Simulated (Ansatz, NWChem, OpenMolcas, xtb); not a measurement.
# Ligand exchange: C3H7Cl + SiH3(SH) → C3H8S + SiH3Cl

Species: C3H7Cl (1-chloropropane) `CCCCl`, singlet; SiH3(SH) (sulfanylsilane), singlet; C3H8S (1-propanethiol) `CCCS`, singlet; SiH3Cl (chlorosilane) `[SiH3]Cl`, singlet. The partners trade Cl for SH: C–Cl and Si–SH bonds give way to C–SH and Si–Cl.

Shapes, held fixed at every level: PBE0-D4/def2-TZVP. Flexible molecules stand in one conformer, not always the lowest. Programs: Ansatz 0.2.0, NWChem 7.3.0, OpenMolcas 26.06, xtb 6.7.1. A level may come from different programs for different species; with the same settings they agree closely. Electronic energies: no zero-point or thermal term.

```
               level                    kind  ΔE (kJ/mol)  less CCSD(T)/CBS estimate
            GFN0-xTB          semi-empirical         -0.6                      +44.5
         HF/def2-SVP            Hartree–Fock        -46.1                       -1.0
       HF/def2-TZVPP            Hartree–Fock        -47.2                       -2.1
 B3LYP-D4/def2-TZVPP           global hybrid        -43.5                       +1.6
  PBE0-D4/def2-TZVPP           global hybrid        -41.6                       +3.5
  wB97M-V/def2-TZVPP  range-separated hybrid        -45.1                        0.0
      MP2/def2-TZVPP     perturbation theory        -47.4                       -2.3
     CCSD/def2-TZVPP   coupled cluster or CI        -45.2                       -0.1
CCSD(T)/CBS estimate   coupled cluster or CI        -45.1                        0.0
```

The highest level, CCSD(T)/CBS estimate, gives ΔE = -45.1 kJ/mol; the levels span -47.4 to -0.6. The column of differences is taken from that level and isn't an error. No measured value is set beside it here. The CBS estimate extrapolates MP2 from def2-TZVPP and def2-QZVPP and adds CCSD(T) − MP2 in the triple-zeta set, cores frozen.

The exchange is clearly downhill in electronic energy, at -45.1 kJ/mol: chlorine gains more than SH does by moving from carbon to silicon. The main reason is probably bond polarity. Silicon is more electropositive than carbon, and chlorine more electronegative than sulfur, so pairing silicon with chlorine brings the larger ionic stabilisation, while the less polar C–S bond costs comparatively little. Donation from halogen lone pairs into silicon-centred σ* orbitals may help, but the energies don't separate it from the electrostatic part.

Hartree–Fock already recovers nearly the whole effect. With the number of single bonds conserved and every species closed-shell, most of the correlation energy cancels between the two sides. GFN0-xTB is the exception, making the exchange almost thermoneutral; its approximate treatment of charge and polar bonding probably misses the differential stabilisation of Si–Cl. The reaction energy fixes only the balance among four bonds, not their individual strengths, and says nothing about the barrier to exchange.
